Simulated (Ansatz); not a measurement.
# Si2Mo: equation of state, part 2 of 2

How stiff is Si2Mo, and at what volume does the pressure vanish? The cell is scaled evenly, atoms carried along, and solved with LAPW, PAW and all-electron datasets made for the crystal.

Ansatz 0.2.0; DFT PBE; a database cell (COD). «Crystal datasets» are all-electron PAW datasets made for this crystal.

## 8. Volume × 1.01, LAPW

input.yaml reads:

```yaml
crystal:
  lattice:
    - [-1.6053156537, 1.6053156537, 3.9435582355]
    - [1.6053156537, -1.6053156537, 3.9435582355]
    - [1.6053156537, 1.6053156537, -3.9435582355]
  atoms:
    - { symbol: Si, position: [0.333, 0.333, 0.0] }
    - { symbol: Si, position: [0.667, 0.667, 0.0] }
    - { symbol: Mo, position: [0.0, 0.0, 0.0] }
kpoints:
  mp_grid: { grid: [12, 12, 16] }
  band_path:
    path:
      - [0.0, 0.0, 0.0]
      - [0.0, 0.0, 0.5]
      - [0.25, 0.25, 0.25]
      - [0.0, 0.5, 0.0]
      - [0.0, 0.0, 0.0]
      - [0.5, 0.5, -0.5]
      - [0.2914270847, 0.7085729153, -0.2914270847]
      - [-0.2914270847, 0.2914270847, 0.2914270847]
      - [0.0, 0.0, 0.0]
    npoints: 5
scf:
  occupations: { method: fermi_dirac, width: 0.03 }
hamiltonian:
  xc: pbe
  pseudopotentials: { kind: all_electron, lapw: { basis_error: 0.001 } }
output:
  forces: true
  stress: true
  eigenvalues: true
```

Started as:

```console
$ ansatz run input.yaml --threads 1 --pin off --max-ram 6144MiB --backend cpu --events-out ev --progress --plain --runs-dir out
```

The log of the run, cut to the lines that bear on the results:

```text
Warning: crystal.symmetry: narrowed to the stabiliser of the k-point mesh — unitary ops 16 → 4; excluded 12 operations that carry a point of the 12×12×16 mesh (shift [0, 0, 0]) off the mesh (the run samples exactly the mesh kpoints.mp_grid names, as under crystal.symmetry.detect: false, [...]
LAPW: plane waves up to 7.621 Å⁻¹, error target 1.0e-3 eV per atom; small_component_spin mean_spin; Si in spheres of 1.173 Å, 12 of its electrons in bands, Dirac shells []; Mo in spheres of 1.452 Å, 24 of its electrons in bands, Dirac shells []
[...]
Pseudopotentials: kind: all_electron
Pseudopotential: Si, LAPW, valence charge 12, Koelling and Harmon's equation, gaussian nucleus
Pseudopotential: Mo, LAPW, valence charge 24, Koelling and Harmon's equation, gaussian nucleus
Functional definition: PBE
[...]
Crystal: 3 atoms, lattice volume = 40.651 Å³
Basis set: ecut = 221.29684851974494 eV, 309 PW (Γ), FFT grids on a1+a3, a2+a3, a3, exchange–correlation at level 2
[...]
Symmetry: 4 space group operations
k-points: 632 of 2304
[...]
SCF iter   1: F=—  HF=-125964.706583 eV  |F-HF|=—  |Δ(HF+E_count)|=         —  Δρ=4.24e-2  dr2=8.66e-1  ethr=1.80e-3  ⟨swp⟩=2.0  Hψ=121691  notcnv=0
[...]
the basis was enlarged: its passes take 442.6 KiB over the memory plan, 1 of 1 planned eigensolver slots
[...]
SCF iter  10: F=-125963.860492 eV  HF=-125963.860492 eV  |F-HF|=2.18e-8  |Δ(HF+E_count)|=   5.72e-8  Δρ=3.77e-6  dr2=1.25e-8  ethr=5.20e-10  ⟨swp⟩=2.0  Hψ=51822  notcnv=0
[...]
NSCF: frozen V_eff on 41 k-points
SCF converged after 10 iterations
Free energy (F): -125963.860492 eV
[...]
E sigma→0 (E₀):  -125963.860126 eV
Entropy (-TS):   -0.000731 eV (-0.244 meV/atom)
Fermi energy:    17.942638 eV
[...]
--- Forces (eV/Å), atoms counted from 1 ---
  atom   1  Si     0.00067820     0.00067820     0.29888330
  atom   2  Si    -0.00067820    -0.00067820    -0.29888330
  atom   3  Mo     0.00000000     0.00000000     0.00000000
[...]
--- Stress (GPa, compression-positive) ---
        0.632125       0.009127      -0.005391
        0.009127       0.632125      -0.005391
       -0.005391      -0.005391      -0.852072
  P = ⅓ Tr σ = 0.1374 GPa (1.374 kbar)
--- Band table (eV; the first three rows and the last of 632) ---
[...]
```

It took 3.4 min on 1 thread of Arm Neoverse V1, shared host; peak memory 1.7 GiB.

Result: pressure 0.14 GPa; no gap; largest force 0.299 eV/Å.

## 9. Volume × 1.01, PAW

input.yaml reads:

```yaml
crystal:
  lattice:
    - [-1.6053156537, 1.6053156537, 3.9435582355]
    - [1.6053156537, -1.6053156537, 3.9435582355]
    - [1.6053156537, 1.6053156537, -3.9435582355]
  atoms:
    - { symbol: Si, position: [0.333, 0.333, 0.0] }
    - { symbol: Si, position: [0.667, 0.667, 0.0] }
    - { symbol: Mo, position: [0.0, 0.0, 0.0] }
kpoints:
  mp_grid: { grid: [12, 12, 16] }
scf:
  occupations: { method: fermi_dirac, width: 0.03 }
hamiltonian:
  xc: pbe
  pseudopotentials: { kind: paw }
output:
  forces: true
  stress: true
  eigenvalues: true
  efg: { contact_densities: true }
  write_density: true
  write_potential: true
  elf: true
  volumetric_format: npy
```

Started as:

```console
$ ansatz run input.yaml --threads 1 --pin off --max-ram 6144MiB --backend cpu --events-out ev --progress --plain --runs-dir out
```

The log of the run, cut to the lines that bear on the results:

```text
Warning: crystal.symmetry: narrowed to the stabiliser of the k-point mesh — unitary ops 16 → 4; excluded 12 operations that carry a point of the 12×12×16 mesh (shift [0, 0, 0]) off the mesh (the run samples exactly the mesh kpoints.mp_grid names, as under crystal.symmetry.detect: false, [...]
Mo: output.efg is read without spin–orbit coupling, which moves field gradients at and beside such atoms by some per cent and up to a factor of two; PAW files take it under magnetization.noncollinear and magnetization.spin_orbit
[...]
[... 4 set-up lines as earlier in the session ...]
[...]
Crystal: 3 atoms, lattice volume = 40.651 Å³
Basis set: ecut = 420 eV, 793 PW (Γ), exchange–correlation on 64×64×64 points (8 copies of the dense FFT grid, shifted against one another)
[...]
  atom   2  Si    -0.00068585    -0.00068585    -0.29945629
  atom   3  Mo     0.00000000    -0.00000000     0.00000000
[...]
--- Stress (GPa, compression-positive) ---
        0.602986       0.008947      -0.005439
        0.008947       0.602986      -0.005439
       -0.005439      -0.005439      -0.887578
  P = ⅓ Tr σ = 0.1061 GPa (1.061 kbar)
--- PAW observables at the nuclei: V_zz in 10²¹ V/m², potentials from the cell's mean, atoms counted from 1 ---
  atom   1  Si V_zz =    -1.139524   η = 0.0084   by run symmetry: allowed
            electrostatic potential = -1367.920208 V   contact ρ = 12810.700279 e/Å³
  atom   2  Si V_zz =    -1.139524   η = 0.0084   by run symmetry: allowed
            electrostatic potential = -1367.920208 V   contact ρ = 12810.700279 e/Å³
  atom   3  Mo V_zz =    -5.685957   η = 0.0116   by run symmetry: allowed
            electrostatic potential = -6357.664805 V   contact ρ = 595247.988704 e/Å³
--- Band table (eV; the first three rows and the last of 632) ---
  k-point 0: bands = ["-44.9493", "-19.1053", "-19.0091", "-19.0081", "2.4175", "9.5235", "12.3185", "12.8285", "13.1687", "13.1692", "16.2056", "18.8135", "18.9459", "19.4066", "19.4071"]
[...]
```

It took 35 s on 1 thread of Arm Neoverse V1, shared host; peak memory 0.63 GiB.

Read from it: pressure 0.11 GPa; no gap; largest force 0.299 eV/Å; Vzz Si1 -1.1, Mo3 -5.7 (10²¹ V/m²).

## 10. Volume × 1.01, crystal datasets

Edit input.yaml of step 9 so:

```diff
@@ -15,3 +15,3 @@
   xc: pbe
-  pseudopotentials: { kind: paw }
+  pseudopotentials: { kind: all_electron, datasets: crystal }
 output:
@@ -21,5 +21 @@
   efg: { contact_densities: true }
-  write_density: true
-  write_potential: true
-  elf: true
-  volumetric_format: npy
```

Started as:

```console
$ ansatz run input.yaml --threads 1 --pin off --max-ram 6144MiB --backend cpu --events-out ev --progress --plain --runs-dir out
```

The log of the run, cut to the lines that bear on the results:

```text
Warning: crystal.symmetry: narrowed to the stabiliser of the k-point mesh — unitary ops 16 → 4; excluded 12 operations that carry a point of the 12×12×16 mesh (shift [0, 0, 0]) off the mesh (the run samples exactly the mesh kpoints.mp_grid names, as under crystal.symmetry.detect: false, [...]
Mo: output.efg is read without spin–orbit coupling, which moves field gradients at and beside such atoms by some per cent and up to a factor of two; PAW files take it under magnetization.noncollinear and magnetization.spin_orbit
[...]
[... 1 set-up line as earlier in the session ...]
Pseudopotential: Si, paw, valence charge 4, recommended cutoff 300 eV (normal), Koelling and Harmon's equation, gaussian nucleus
[... 2 set-up lines as earlier in the session ...]
[...]
Crystal: 3 atoms, lattice volume = 40.651 Å³
[...]
  atom   1  Si     0.00067828     0.00067828     0.29877801
  atom   2  Si    -0.00067828    -0.00067828    -0.29877801
  atom   3  Mo     0.00000000     0.00000000     0.00000000
[...]
--- Stress (GPa, compression-positive) ---
        0.631823       0.009122      -0.005386
        0.009122       0.631823      -0.005386
       -0.005386      -0.005386      -0.851363
  P = ⅓ Tr σ = 0.1374 GPa (1.374 kbar)
  It holds what live shells' own plane waves past their cutoff add
--- PAW observables at the nuclei: V_zz in 10²¹ V/m², potentials from the cell's mean, atoms counted from 1 ---
  atom   1  Si V_zz =    -1.125766   η = 0.0084   by run symmetry: allowed
            electrostatic potential = -1367.800700 V   contact ρ = 12819.681444 e/Å³
  atom   2  Si V_zz =    -1.125766   η = 0.0084   by run symmetry: allowed
            electrostatic potential = -1367.800700 V   contact ρ = 12819.681444 e/Å³
  atom   3  Mo V_zz =    -5.731267   η = 0.0115   by run symmetry: allowed
            electrostatic potential = -6357.741224 V   contact ρ = 595302.094311 e/Å³
--- Band table (eV; the first three rows and the last of 632) ---
  k-point 0: bands = ["4.5330", "11.6382", "14.4323", "14.9446", "15.2846", "15.2851", "18.3222", "20.9277", "21.0634"]
[...]
```

Run time: 59 s. Hardware: 1 thread of Arm Neoverse V1, shared host; peak memory 1.2 GiB.

This run gives: pressure 0.14 GPa; no gap; largest force 0.299 eV/Å; Vzz Si1 -1.1, Mo3 -5.7 (10²¹ V/m²).

## 11. Volume × 1.04, LAPW

input.yaml reads:

```yaml
crystal:
  lattice:
    - [-1.6210550461, 1.6210550461, 3.9822230367]
    - [1.6210550461, -1.6210550461, 3.9822230367]
    - [1.6210550461, 1.6210550461, -3.9822230367]
  atoms:
    - { symbol: Si, position: [0.333, 0.333, 0.0] }
    - { symbol: Si, position: [0.667, 0.667, 0.0] }
    - { symbol: Mo, position: [0.0, 0.0, 0.0] }
kpoints:
  mp_grid: { grid: [12, 12, 16] }
  band_path:
    path:
      - [0.0, 0.0, 0.0]
      - [0.0, 0.0, 0.5]
      - [0.25, 0.25, 0.25]
      - [0.0, 0.5, 0.0]
      - [0.0, 0.0, 0.0]
      - [0.5, 0.5, -0.5]
      - [0.2914270847, 0.7085729153, -0.2914270847]
      - [-0.2914270847, 0.2914270847, 0.2914270847]
      - [0.0, 0.0, 0.0]
    npoints: 5
scf:
  occupations: { method: fermi_dirac, width: 0.03 }
hamiltonian:
  xc: pbe
  pseudopotentials: { kind: all_electron, lapw: { basis_error: 0.001 } }
output:
  forces: true
  stress: true
  eigenvalues: true
```

Started as:

```console
$ ansatz run input.yaml --threads 1 --pin off --max-ram 6144MiB --backend cpu --events-out ev --progress --plain --runs-dir out
```

The log of the run, cut to the lines that bear on the results:

```text
Warning: crystal.symmetry: narrowed to the stabiliser of the k-point mesh — unitary ops 16 → 4; excluded 12 operations that carry a point of the 12×12×16 mesh (shift [0, 0, 0]) off the mesh (the run samples exactly the mesh kpoints.mp_grid names, as under crystal.symmetry.detect: false, [...]
LAPW: plane waves up to 7.535 Å⁻¹, error target 1.0e-3 eV per atom; small_component_spin mean_spin; Si in spheres of 1.181 Å, 12 of its electrons in bands, Dirac shells []; Mo in spheres of 1.469 Å, 24 of its electrons in bands, Dirac shells []
[...]
[... 4 set-up lines as earlier in the session ...]
[...]
Crystal: 3 atoms, lattice volume = 41.858 Å³
Basis set: ecut = 216.3055381069258 eV, 309 PW (Γ), FFT grids on a1+a3, a2+a3, a3, exchange–correlation at level 2
[...]
SCF iter  10: F=-125963.839355 eV  HF=-125963.839355 eV  |F-HF|=2.33e-8  |Δ(HF+E_count)|=   5.78e-8  Δρ=3.96e-6  dr2=1.46e-8  ethr=5.19e-10  ⟨swp⟩=2.0  Hψ=52195  notcnv=0
[...]
the search or the solves at the SCF's close seem to have found levels that the self-consistency loop had missed (the run counts 1). By its estimate they hold under 1e-12 electrons; where the run keeps them, the occupations were computed again with them
NSCF: frozen V_eff on 41 k-points
SCF converged after 10 iterations
Free energy (F): -125963.839355 eV
[...]
E sigma→0 (E₀):  -125963.838968 eV
Entropy (-TS):   -0.000774 eV (-0.258 meV/atom)
Fermi energy:    17.345293 eV
[...]
--- Forces (eV/Å), atoms counted from 1 ---
  atom   1  Si     0.00062183     0.00062183     0.34251529
  atom   2  Si    -0.00062183    -0.00062183    -0.34251529
  atom   3  Mo     0.00000000     0.00000000     0.00000000
[...]
--- Stress (GPa, compression-positive) ---
       -4.853699       0.002651      -0.004745
        0.002651      -4.853699      -0.004745
       -0.004745      -0.004745      -7.034530
  P = ⅓ Tr σ = -5.5806 GPa (-55.806 kbar)
--- Band table (eV; the first three rows and the last of 632) ---
[...]
```

It took 3.6 min on 1 thread of Arm Neoverse V1, shared host; peak memory 1.7 GiB.

This run gives: pressure -5.58 GPa; no gap; largest force 0.343 eV/Å.

## 12. Volume × 1.04, PAW

input.yaml reads:

```yaml
crystal:
  lattice:
    - [-1.6210550461, 1.6210550461, 3.9822230367]
    - [1.6210550461, -1.6210550461, 3.9822230367]
    - [1.6210550461, 1.6210550461, -3.9822230367]
  atoms:
    - { symbol: Si, position: [0.333, 0.333, 0.0] }
    - { symbol: Si, position: [0.667, 0.667, 0.0] }
    - { symbol: Mo, position: [0.0, 0.0, 0.0] }
kpoints:
  mp_grid: { grid: [12, 12, 16] }
scf:
  occupations: { method: fermi_dirac, width: 0.03 }
hamiltonian:
  xc: pbe
  pseudopotentials: { kind: paw }
output:
  forces: true
  stress: true
  eigenvalues: true
  efg: { contact_densities: true }
```

Started as:

```console
$ ansatz run input.yaml --threads 1 --pin off --max-ram 6144MiB --backend cpu --events-out ev --progress --plain --runs-dir out
```

The log of the run, cut to the lines that bear on the results:

```text
Warning: crystal.symmetry: narrowed to the stabiliser of the k-point mesh — unitary ops 16 → 4; excluded 12 operations that carry a point of the 12×12×16 mesh (shift [0, 0, 0]) off the mesh (the run samples exactly the mesh kpoints.mp_grid names, as under crystal.symmetry.detect: false, [...]
Mo: output.efg is read without spin–orbit coupling, which moves field gradients at and beside such atoms by some per cent and up to a factor of two; PAW files take it under magnetization.noncollinear and magnetization.spin_orbit
[...]
[... 4 set-up lines as earlier in the session ...]
[...]
Crystal: 3 atoms, lattice volume = 41.858 Å³
Basis set: ecut = 420 eV, 849 PW (Γ), FFT grids on a1+a3, a2+a3, a3, exchange–correlation on 48×48×64 points (8 copies of the dense FFT grid, shifted against one another)
[...]
  atom   2  Si    -0.00062628    -0.00062628    -0.34302134
  atom   3  Mo     0.00000000     0.00000000     0.00000000
[...]
--- Stress (GPa, compression-positive) ---
       -4.884727       0.002495      -0.004802
        0.002495      -4.884727      -0.004802
       -0.004802      -0.004802      -7.073618
  P = ⅓ Tr σ = -5.6144 GPa (-56.144 kbar)
--- PAW observables at the nuclei: V_zz in 10²¹ V/m², potentials from the cell's mean, atoms counted from 1 ---
  atom   1  Si V_zz =    -1.066139   η = 0.0114   by run symmetry: allowed
            electrostatic potential = -1367.231377 V   contact ρ = 12811.004231 e/Å³
  atom   2  Si V_zz =    -1.066139   η = 0.0114   by run symmetry: allowed
            electrostatic potential = -1367.231377 V   contact ρ = 12811.004231 e/Å³
  atom   3  Mo V_zz =    -5.323211   η = 0.0125   by run symmetry: allowed
            electrostatic potential = -6356.953371 V   contact ρ = 595246.913309 e/Å³
--- Band table (eV; the first three rows and the last of 632) ---
  k-point 0: bands = ["-45.5244", "-19.6610", "-19.5786", "-19.5777", "2.1074", "9.1680", "11.7418", "12.4243", "12.7123", "12.7129", "15.6541", "18.0984", "18.5106", "18.7856", "18.7861"]
[...]
```

It took 24 s on 1 thread of Arm Neoverse V1, shared host; peak memory 0.6 GiB.

This run gives: pressure -5.61 GPa; no gap; largest force 0.343 eV/Å; Vzz Si1 -1.1, Mo3 -5.3 (10²¹ V/m²).

## 13. Volume × 1.04, crystal datasets

Edit input.yaml of step 12 so:

```diff
@@ -15,3 +15,3 @@
   xc: pbe
-  pseudopotentials: { kind: paw }
+  pseudopotentials: { kind: all_electron, datasets: crystal }
 output:
```

Started as:

```console
$ ansatz run input.yaml --threads 1 --pin off --max-ram 6144MiB --backend cpu --events-out ev --progress --plain --runs-dir out
```

The log of the run, cut to the lines that bear on the results:

```text
Warning: crystal.symmetry: narrowed to the stabiliser of the k-point mesh — unitary ops 16 → 4; excluded 12 operations that carry a point of the 12×12×16 mesh (shift [0, 0, 0]) off the mesh (the run samples exactly the mesh kpoints.mp_grid names, as under crystal.symmetry.detect: false, [...]
Mo: output.efg is read without spin–orbit coupling, which moves field gradients at and beside such atoms by some per cent and up to a factor of two; PAW files take it under magnetization.noncollinear and magnetization.spin_orbit
[...]
[... 4 set-up lines as earlier in the session ...]
[...]
Crystal: 3 atoms, lattice volume = 41.858 Å³
[...]
  atom   2  Si    -0.00062228    -0.00062228    -0.34241885
  atom   3  Mo     0.00000000     0.00000000     0.00000000
[...]
--- Stress (GPa, compression-positive) ---
       -4.853547       0.002617      -0.004771
        0.002617      -4.853547      -0.004771
       -0.004771      -0.004771      -7.033369
  P = ⅓ Tr σ = -5.5802 GPa (-55.802 kbar)
  It holds what live shells' own plane waves past their cutoff add
--- PAW observables at the nuclei: V_zz in 10²¹ V/m², potentials from the cell's mean, atoms counted from 1 ---
  atom   1  Si V_zz =    -1.052060   η = 0.0115   by run symmetry: allowed
            electrostatic potential = -1367.144723 V   contact ρ = 12819.984323 e/Å³
  atom   2  Si V_zz =    -1.052060   η = 0.0115   by run symmetry: allowed
            electrostatic potential = -1367.144723 V   contact ρ = 12819.984323 e/Å³
  atom   3  Mo V_zz =    -5.370023   η = 0.0124   by run symmetry: allowed
            electrostatic potential = -6357.046867 V   contact ρ = 595301.025598 e/Å³
--- Band table (eV; the first three rows and the last of 632) ---
  k-point 0: bands = ["4.1623", "11.2222", "13.7954", "14.4797", "14.7676", "14.7682", "17.7100", "20.1526", "20.5673"]
[...]
```

Wall time 69 s (1 thread of Arm Neoverse V1, shared host); peak memory 1.1 GiB.

Result: pressure -5.58 GPa; no gap; largest force 0.342 eV/Å; Vzz Si1 -1.1, Mo3 -5.4 (10²¹ V/m²).

## 14. All volumes together

| method | volume (Å³/atom) | F above the lowest (meV/atom) | pressure (GPa) | largest force (eV/Å) | Vzz Si1 (10²¹ V/m²) | Vzz Mo3 (10²¹ V/m²) |
| --- | --- | --- | --- | --- | --- | --- |
| LAPW | 12.611 | 49.0 | 17.68 | 0.180 | – | – |
| LAPW | 13.148 | 8.5 | 6.86 | 0.251 | – | – |
| LAPW | 13.550 | 0.0 | 0.14 | 0.299 | – | – |
| LAPW | 13.953 | 7.0 | -5.58 | 0.343 | – | – |
| PAW | 12.611 | 48.9 | 17.66 | 0.181 | -1.34 | -6.62 |
| PAW | 13.148 | 8.5 | 6.83 | 0.252 | -1.22 | -6.07 |
| PAW | 13.550 | 0.0 | 0.11 | 0.299 | -1.14 | -5.69 |
| PAW | 13.953 | 7.1 | -5.61 | 0.343 | -1.07 | -5.32 |
| crystal datasets | 12.611 | – | 17.68 | 0.180 | -1.33 | -6.66 |
| crystal datasets | 13.148 | – | 6.86 | 0.251 | -1.21 | -6.11 |
| crystal datasets | 13.550 | – | 0.14 | 0.299 | -1.13 | -5.73 |
| crystal datasets | 13.953 | – | -5.58 | 0.342 | -1.05 | -5.37 |

## 15. Outcome

The summary covers parts 1 to 2.

```
                                  quantity           value
                 equilibrium volume (LAPW)  13.559 Å³/atom
                       bulk modulus (LAPW)         208 GPa
            its pressure derivative (LAPW)             4.4
                  equilibrium volume (PAW)  13.557 Å³/atom
                        bulk modulus (PAW)         208 GPa
             its pressure derivative (PAW)             4.4
     equilibrium volume (crystal datasets)  13.559 Å³/atom
           bulk modulus (crystal datasets)         208 GPa
its pressure derivative (crystal datasets)             4.4
```

What this shows: A third-order Birch-Murnaghan fit to the LAPW pressures puts zero pressure at 13.56 Å³/atom, +1.1 % from the given cell, with a bulk modulus of 208 GPa. Shape and positions are held, so a fully relaxed modulus can be lower. PAW's volume lies -0.02 % and its modulus +0.1 % from LAPW's. No thermal or zero-point expansion is included. The k mesh doesn't keep the crystal's whole symmetry, which leaves small spurious terms.
